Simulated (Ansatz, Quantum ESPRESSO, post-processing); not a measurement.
# H-SnSn-H chair, 1 layer: response to a perpendicular field, part 5 of 5

Wanted: polarisability and gap of H-SnSn-H chair, 1 layer against a perpendicular field.

Quantum ESPRESSO 7.5; plane-wave DFT, PBE, PseudoDojo norm-conserving pseudopotentials; geometry and cross-check by Ansatz 0.2.0 with PAW datasets.

So far. Step 13 (Bands along a path: field -0.2 V/Å): Along this path the valence top lies at Γ and the conduction bottom at Γ. Step 14 (Valence density): The density integrates to 30.000 electrons, as the 30 of the input ask.

## 16. Charge moved by a field of 0.2 V/Å

Numbers from this step:

- largest charge moved across a plane: 0.001130 e/Å²
- dipole step: -0.8073 eV

Table of planar mean by z:

| z (Å) | planar mean (e/Å³) |
| --- | --- |
| 3.5 | 2.9e-8 |
| 4.0 | 9.7e-8 |
| 4.5 | 3.2e-7 |
| 5.0 | 1.1e-6 |
| 5.5 | 3.6e-6 |
| 6.0 | 1.1e-5 |
| 6.5 | 3.4e-5 |
| 7.0 | 9.6e-5 |
| 7.5 | 2.4e-4 |
| 8.0 | 4.8e-4 |
| 8.5 | 5.1e-4 |
| 9.0 | 1.3e-4 |
| 9.5 | 2.3e-4 |
| 10.0 | 4.2e-4 |
| 10.5 | 9.7e-5 |
| 11.0 | -2.5e-4 |
| 11.5 | -4.5e-4 |
| 12.0 | -1.2e-4 |
| 12.5 | -2.5e-4 |
| 13.0 | -5.7e-4 |
| 13.5 | -3.8e-4 |
| 14.0 | -1.7e-4 |
| 14.5 | -6.1e-5 |
| 15.0 | -2.0e-5 |
| 15.5 | -6.1e-6 |
| 16.0 | -1.7e-6 |
| 16.5 | -4.9e-7 |
| 17.0 | -1.3e-7 |
| 17.5 | -3.6e-8 |

Table of running integral, electrons below z by z:

z (Å), running integral, electrons below z (e/Å²) and a bar:
```
        4    0.00000 
        5    0.00000 
        6    0.00001 
        7    0.00005 #
        8    0.00033 #########
        9    0.00073 ####################
       10    0.00100 ############################
       11    0.00108 ##############################
       12    0.00075 #####################
       13    0.00043 ############
       14    0.00007 ##
       15    0.00001 
       16    0.00000 
       17    0.00000
```

## 17. Polarisability from the dipole between 0 and 0.1 V/A

Numbers from this step:

| Property | Result |
| --- | --- |
| change of slope in the vacuum | 0.10000 eV/Å |
| polarisability a cell | 6.182 Å³ |
| sheet polarisability 4πα/A | 4.036 Å |

Change of the potential energy, second field less first against z:

z (Å), change of the potential energy, second field less first (eV) and a bar from the least value:
```
        0     -0.431 #######
        1     -0.764 
        2     -0.664 ##
        3     -0.564 ####
        4     -0.464 ######
        5     -0.364 ########
        6     -0.264 ##########
        7     -0.165 ############
        8     -0.078 ##############
        9     -0.028 ###############
       10     -0.001 ###############
       11      0.000 ###############
       12      0.017 ################
       13      0.058 ################
       14      0.136 ##################
       15      0.233 ####################
       16      0.333 ######################
       17      0.433 ########################
       18      0.533 ##########################
       19      0.633 ############################
       20      0.733 ##############################
       21      0.198 ###################
```

## 18. Dipole against field

The dipole along the normal, dipole moment by applied field:

```
applied field (V/Å)  dipole along the normal, dipole moment (e·Å)
             -0.200                                       -0.0858
              0.000                                             0
              0.100                                        0.0429
              0.200                                        0.0859
```

## 19. The same in Ansatz: field 0.1 V/Å

A second code with its own PAW datasets, on the same atoms.

Level of this step: plane-wave DFT, PBE, Ansatz PAW (Ansatz 0.2.0).

File input.yaml:

```yaml
crystal:
  lattice:
    - [4.7141819561, 0.0, 0.0]
    - [-2.357090978, 4.082601332, 0.0]
    - [0.0, 0.0, 21.3266666667]
  atoms:
    - { symbol: H, position: [0.6666666667, 0.3333333333, 0.3992463867] }
    - { symbol: Sn, position: [0.6666666667, 0.3333333333, 0.4806952097] }
    - { symbol: Sn, position: [0.3333333333, 0.6666666667, 0.5193047951] }
    - { symbol: H, position: [0.3333333333, 0.6666666667, 0.6007536084] }
kpoints:
  mp_grid: { grid: [6, 6, 1] }
hamiltonian:
  xc: pbe
scf:
  occupations: { method: fermi_dirac, width: 0.054 }
  convergence: { dr2_threshold: 1.0e-09 }
efield:
  axis: 3
  dipole_correction: true
  ramp_position: 0.97
  ramp_width: 0.04
  amplitude: 0.1
output:
  write_potential: true
  write_density: true
  volumetric_format: npy
```

Command:

```console
> ansatz run input.yaml --threads 4 --pin off --max-ram 8192MiB --backend cpu --events-out ev --progress --plain --runs-dir out
```

Numbers of over 12 decimals in the logs are rounded to 6 here.

The log of the run:

```text
[...]
Crystal: 4 atoms, lattice volume = 410.456 Å³
Basis set: ecut = 420 eV, 8009 PW (Γ)
Bands: 19, of which v1, the nominal top of the filled ones, is band 15 counted from 1 (14 counted from 0)
Symmetry: 6 space group operations
k-points: 7 of 36 (time reversal used)
[...]
SCF iter   1: F=—  HF=-12079.902828 eV  |F-HF|=—  |Δ(HF+E_count)|=         —  Δρ=2.17e-2  dr2=1.93e0  ethr=3.10e-3  p=0.047 e·Å  D=2.06e-2 V/Å  ΔV_dip=-0.44 eV  dr2_dipole=3.27e-5  V_vac-E_F(+/−)=6.29/4.85 eV  ⟨swp⟩=8.1  Hψ=807  notcnv=0
[...]
SCF iter  10: F=-12079.329719 eV  HF=-12079.329719 eV  |F-HF|=1.87e-10  |Δ(HF+E_count)|=  9.86e-10  Δρ=1.27e-7  dr2=6.87e-11  ethr=3.33e-12  p=0.043 e·Å  D=1.89e-2 V/Å  ΔV_dip=-0.40 eV  dr2_dipole=4.14e-14  V_vac-E_F(+/−)=5.49/4.01 eV  ⟨swp⟩=5.9  Hψ=457  notcnv=0
SCF 1 converged in 10 iterations: F = -12079.329719 eV  dr2 = 6.87e-11
[...]
SCF converged after 10 iterations
Free energy (F): -12079.329719 eV
[...]
Internal energy: -12079.328955 eV  (E = F + TS)
E sigma→0 (E₀):  -12079.329337 eV
Entropy (-TS):   -0.000763 eV (-0.191 meV/atom)
Fermi energy:    -2.598231 eV
Dipole field:    D = 0.018913 V/Å  (p = 0.042900 e·Å, saw-weighted, corrected)
Work function:   not extracted (applied field tilts the vacuum); planar V_es + V_field profile in the machine report
[...]
--- Band table (eV; the first three rows and the last of 7) ---
  k-point 0: bands = [... 11 lower, -8.1147, -4.9748, -2.8335, -2.8335, -2.4011, 0.5985, 0.5985, 0.7482]
  k-point 1: bands = [... 11 lower, -8.2194, -5.0220, -4.4870, -3.2311, -1.0568, 0.6398, 0.8880, 1.3206]
  k-point 2: bands = [... 11 lower, -8.7574, -5.5629, -5.1287, -3.7950, -1.1260, 0.8713, 1.2774, 2.4072]
  k-point 6: bands = [... 11 lower, -9.9826, -5.4264, -5.3892, -5.2280, 1.0463, 1.0542, 1.2071, 2.4948]
```

The job ended after 2.3 s (4 threads of Arm Neoverse V1, shared host; peak memory 0.54 GiB).

Numbers from this step:

```
free energy             : -12079.3297 eV
energy at zero smearing : -12079.3293 eV
smearing term TS        : 7.63e-4 eV
Fermi energy            : -2.598 eV
gap by band count       : 0.4324 eV
dipole along the normal : 0.04290 e·Å
```

At 0.1 V/Å Ansatz's dipole is 0.0429 e Å against 0.0429 from pw.x.

## 20. Cross-check with Ansatz: field -0.1 V/Å

input.yaml, as its differences from the input of step 19:

```diff
@@ -22,3 +22,3 @@
   ramp_width: 0.04
-  amplitude: 0.1
+  amplitude: -0.1
 output:
```

The log of the run:

```text
[...]
Crystal: 4 atoms, lattice volume = 410.456 Å³
Basis set: ecut = 420 eV, 8009 PW (Γ)
Bands: 19, of which v1, the nominal top of the filled ones, is band 15 counted from 1 (14 counted from 0)
Symmetry: 6 space group operations
k-points: 7 of 36 (time reversal used)
[...]
--- Band table (eV; the first three rows and the last of 7) ---
  k-point 0: bands = [... 11 lower, -8.1493, -5.0094, -2.8681, -2.8681, -2.4357, 0.5639, 0.5639, 0.7137]
  k-point 1: bands = [... 11 lower, -8.2540, -5.0565, -4.5216, -3.2657, -1.0914, 0.6052, 0.8534, 1.2860]
  k-point 2: bands = [... 11 lower, -8.7920, -5.5975, -5.1632, -3.8296, -1.1606, 0.8367, 1.2428, 2.3750]
  k-point 6: bands = [... 11 lower, -10.0172, -5.4610, -5.4238, -5.2626, 1.0117, 1.0197, 1.1725, 2.4602]
[key lines of the parts left out:]
SCF converged after 10 iterations
Free energy (F): -12079.329719 eV
Fermi energy:    -2.632819 eV
Dipole field:    D = -0.018912 V/Å  (p = -0.042898 e·Å, saw-weighted, corrected)
```

It took 2.3 s on 4 threads; peak memory 0.55 GiB; 8.1 s of CPU time.

Numbers from this step:

| Item | Value |
| --- | --- |
| Fermi energy | -2.633 eV |
| dipole along the normal | -0.04290 e·Å |

## 21. Dipole against field, Ansatz

Table of dipole along the normal, dipole moment by applied field:

```
applied field (V/Å)  dipole along the normal, dipole moment (e·Å)
            -0.1000                                       -0.0429
             0.0000                                       -5.8e-5
             0.1000                                        0.0429
```

## 22. SCF with pw.x, with smearing = mp, degauss = 0.03, mixing_mode = TF and mixing_beta = 0.1 and more

How much does a setting matter? One run is repeated with a change.

Level of this step: plane-wave DFT, PBE, PseudoDojo norm-conserving pseudopotentials (Quantum ESPRESSO 7.5).

File f1.w0.in:

```
&control
  prefix = 'f1.w0'
  outdir = './out'
  pseudo_dir = './pseudo'
  calculation = 'scf'
  tprnfor = .true.
  tefield = .true.
  dipfield = .true.
/
&system
  ibrav = 0
  nat = 4
  ntyp = 2
  ecutwfc = 64
  ecutrho = 256
  occupations = 'smearing'
  smearing = 'mp'
  degauss = 0.03
  edir = 3
  emaxpos = 0.97
  eopreg = 0.04
  eamp = 0.00194469
/
&electrons
  conv_thr = 1e-09
  mixing_beta = 0.1
  electron_maxstep = 60
  mixing_mode = 'TF'
/
ATOMIC_SPECIES
  H   1.0080  H.dojo-sr-pbe-0.4.1-standard.upf
  Sn  118.7100  Sn.dojo-sr-pbe-0.4.1-standard.upf
CELL_PARAMETERS angstrom
  4.71418195605732 0.00000000000000 0.00000000000000
  -2.35709097802866 4.08260133200786 -0.00000000000000
  0.00000000000000 -0.00000000000000 21.32666666670000
ATOMIC_POSITIONS crystal
  H   0.666666666667 0.333333333333 0.399246386740
  Sn  0.666666666667 0.333333333333 0.480695209743
  Sn  0.333333333333 0.666666666667 0.519304795077
  H   0.333333333333 0.666666666667 0.600753608440
K_POINTS automatic
  6 6 1 0 0 0
```

Command:

```console
> OMP_NUM_THREADS=1 mpirun -n 4 pw.x -nk 2 -in f1.w0.in > f1.w0.out
```

The log of the run:

```text
[banner, memory and clock lines left out]
Program PWSCF v.7.5 starts

          URL

     Presently no symmetry can be used with electric field

     bravais-lattice index     =            0
     lattice parameter (alat)  =       8.9085  a.u.
     unit-cell volume          =    2769.8924 (a.u.)^3
     number of atoms/cell      =            4
     number of atomic types    =            2
     number of electrons       =        30.00
     number of Kohn-Sham states=           19
     kinetic-energy cutoff     =      64.0000  Ry
     charge density cutoff     =     256.0000  Ry
     scf convergence threshold =      1.0E-09
     mixing beta               =       0.1000
     number of iterations used =            8  TF        mixing
     Exchange-correlation= PBE
                           (   1   4   3   4   0   0   0)

     celldm(1)=   8.908513  celldm(2)=   0.000000  celldm(3)=   0.000000
     celldm(4)=   0.000000  celldm(5)=   0.000000  celldm(6)=   0.000000

     crystal axes: (cart. coord. in units of alat)
               a(1) = (   1.000000   0.000000   0.000000 )
               a(2) = (  -0.500000   0.866025  -0.000000 )
               a(3) = (   0.000000  -0.000000   4.523938 )

     reciprocal axes: (cart. coord. in units 2 pi/alat)
               b(1) = (  1.000000  0.577350  0.000000 )
               b(2) = ( -0.000000  1.154701  0.000000 )
               b(3) = ( -0.000000  0.000000  0.221046 )

     PseudoPot. # 1 for H  read from file:
     ./pseudo/H.dojo-sr-pbe-0.4.1-standard.upf
     Pseudo is Norm-conserving, Zval =  1.0
     Generated using ONCVPSP code by D. R. Hamann
     Using radial grid of 1166 points,  3 beta functions with:
                l(1) =   0
                l(2) =   0
                l(3) =   1

     PseudoPot. # 2 for Sn read from file:
     ./pseudo/Sn.dojo-sr-pbe-0.4.1-standard.upf
     Pseudo is Norm-conserving + core correction, Zval = 14.0
     Generated using ONCVPSP code by D. R. Hamann
     Using radial grid of 1628 points,  6 beta functions with:
                l(1) =   0
                l(2) =   0
                l(3) =   1
                l(4) =   1
                l(5) =   2
                l(6) =   2

     atomic species   valence    mass     pseudopotential
     H                 1.00     1.00800     H ( 1.00)
     Sn               14.00   118.71000     Sn( 1.00)

     No symmetry found

   Cartesian axes

     site n.     atom                  positions (alat units)
         1        H      tau(   1) = (   0.5000000   0.2886751   1.8061659  )
         2        Sn     tau(   2) = (   0.5000000   0.2886751   2.1746353  )
         3        Sn     tau(   3) = (  -0.0000000   0.5773503   2.3493027  )
         4        H      tau(   4) = (  -0.0000000   0.5773503   2.7177720  )

[...]
total energy              =    -317.49905465 Ry
     estimated scf accuracy    <       0.00000010 Ry

     iteration # 56     ecut=    64.00 Ry     beta= 0.10
     Davidson diagonalization with overlap
     ethr =  3.43E-10,  avg # of iterations =  1.1

     negative rho (up, down):  4.821E-04 0.000E+00

     Adding external electric field

     Computed dipole along edir(3) :
        Dipole                0.0819 Ry au,          0.2081 Debye
        Dipole field          0.0004 Ry au,

        E field amplitude [Ha a.u.]:  1.9447E-03
        Potential amp.        0.1217 Ry
        Total length         38.6895 bohr

     total energy              =    -317.49905503 Ry
     estimated scf accuracy    <       0.00000008 Ry

     iteration # 57     ecut=    64.00 Ry     beta= 0.10
     Davidson diagonalization with overlap
     ethr =  2.77E-10,  avg # of iterations =  1.1

     negative rho (up, down):  3.504E-04 0.000E+00

     Adding external electric field

     Computed dipole along edir(3) :
        Dipole                0.0816 Ry au,          0.2074 Debye
        Dipole field          0.0004 Ry au,

        E field amplitude [Ha a.u.]:  1.9447E-03
        Potential amp.        0.1218 Ry
        Total length         38.6895 bohr

     total energy              =    -317.49905493 Ry
     estimated scf accuracy    <       0.00000007 Ry

     iteration # 58     ecut=    64.00 Ry     beta= 0.10
     Davidson diagonalization with overlap
     ethr =  2.34E-10,  avg # of iterations =  1.6

     negative rho (up, down):  2.387E-04 0.000E+00

     Adding external electric field

     Computed dipole along edir(3) :
        Dipole                0.0817 Ry au,          0.2076 Debye
        Dipole field          0.0004 Ry au,

        E field amplitude [Ha a.u.]:  1.9447E-03
        Potential amp.        0.1218 Ry
        Total length         38.6895 bohr

     total energy              =    -317.49905481 Ry
     estimated scf accuracy    <       0.00000005 Ry

     iteration # 59     ecut=    64.00 Ry     beta= 0.10
     Davidson diagonalization with overlap
     ethr =  1.81E-10,  avg # of iterations =  2.1

     negative rho (up, down):  1.113E-04 0.000E+00

     Adding external electric field

     Computed dipole along edir(3) :
        Dipole                0.0819 Ry au,          0.2082 Debye
        Dipole field          0.0004 Ry au,

        E field amplitude [Ha a.u.]:  1.9447E-03
        Potential amp.        0.1217 Ry
        Total length         38.6895 bohr

     total energy              =    -317.49905436 Ry
     estimated scf accuracy    <       0.00000004 Ry

     iteration # 60     ecut=    64.00 Ry     beta= 0.10
     Davidson diagonalization with overlap
     ethr =  1.37E-10,  avg # of iterations =  2.2

     negative rho (up, down):  1.052E-04 0.000E+00

     Adding external electric field

     Computed dipole along edir(3) :
        Dipole                0.0819 Ry au,          0.2083 Debye
        Dipole field          0.0004 Ry au,

        E field amplitude [Ha a.u.]:  1.9447E-03
        Potential amp.        0.1217 Ry
        Total length         38.6895 bohr

     total energy              =    -317.49905435 Ry
     estimated scf accuracy    <       0.00000002 Ry

     End of self-consistent calculation

     convergence NOT achieved after  60 iterations: stopping

     XML data file, charge density

                                        0.00s GPU  (    1783 calls)
```

The job ended after 3.6 min (4 MPI ranks; peak memory 0.61 GiB).

The run ended without convergence. The estimated SCF accuracy went from 0.143 Ry in the first cycle kept to 2e-08 Ry at best and 2e-08 Ry in the last.

More iterations help only where the error still falls; otherwise the mixing, the start or the set-up has to change.

## 23. By hand

α = Δp/E = (0.04293 − (0.00000)) e Å / 0.1 V/Å = 0.4293 e Å²/V; times e/(4πε₀) = 14.40 V Å this is 6.182 Å³. With A = 19.246 Å², 4πα/A = 4.036 Å.

## 24. Outcome

- polarisability along the normal, a cell: 6.18 Å³
- sheet polarisability 4πα/A: 4.04 Å
- dipole without a field: 0 e·Å
- Kohn-Sham ionisation potential, upper face: 4.99 eV
- gap along the path at 0 V/Å: 0.44 eV
- gap along the path at 0.2 V/Å: 0.44 eV
- gap along the path at -0.2 V/Å: 0.44 eV

In words: The sheet answers a field with a polarisability of 6.18 Å³ a cell, or 4πα/A = 4.04 Å (PBE, PseudoDojo norm-conserving). In pw.x the dipole follows the field linearly over the range tried. A perfect conductor 4.04 Å thick would screen alike; the outer atoms lie 4.30 Å apart. At 0.1 V/Å the sheet takes 0.404 eV off the potential drop. At 0.2 V/Å the gap along the path is unchanged within 0.01 eV. Quantum ESPRESSO and Ansatz give 6.182 and 6.177 Å³ for the polarisability (pw.x from 0 and 0.1 V/Å, Ansatz from ±0.1 V/Å), which agree. The ions stay at their zero-field places, so this is the electrons' response alone. Semilocal gaps are too small, and in strong fields empty levels can belong to the vacuum. Spin-orbit coupling is left out; depending on the atoms that carry the levels of interest, it can split and shift them by tens to hundreds of meV.

[Logs are printed without paths, hosts, clocks, repeated set-up lines and the standing remarks that a program may print on its own settings, such as how far it seeks lower states.]

[Hosts, paths, dates, database ids (printed as entryN), source tags and the programs' standing remarks are cut or masked in the printed files.]

[Maps of the electrostatic potential energy from Ansatz leave out the sawtooth potential of an applied field or a dipole correction, so their vacuum need not be flat; planar profiles and work functions include it.]
